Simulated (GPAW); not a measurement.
Crystal: Fe.

```xyz
1
Lattice="-1.4430 1.4430 1.4430 1.4430 -1.4430 1.4430 1.4430 1.4430 -1.4430" Properties=species:S:1:pos:R:3 pbc="T T T"
Fe    0.0000    0.0000    0.0000
```

Base run:

```yaml
Program: GPAW 26.7.0
Functional: PBE
Potentials_or_basis: GPAW PAW data sets (gpaw-data 1.2.1)
Cutoff: 600 eV
Basis: pw
k_mesh: 13 × 13 × 13
Occupations: gaussian, width 0.017 eV
Spin: collinear spin, ferromagnetic start
Starting_moments: "[3.0] μB"
```

Its results: pressure -8.0 GPa; net moment 2.25 μB per cell; site moments Fe +2.30 μB.

The run is repeated on the same cell with these changes: functional from PBE to r2SCAN; occupations from gaussian, width 0.017 eV to fermi-dirac, width 0.05 eV. What comes out?

Pressure -2.6 GPa; net moment 2.65 μB per cell; site moments Fe +2.80 μB.

Caveats: the PAW data sets were made with another functional, which shifts forces and pressure a little (some runs).
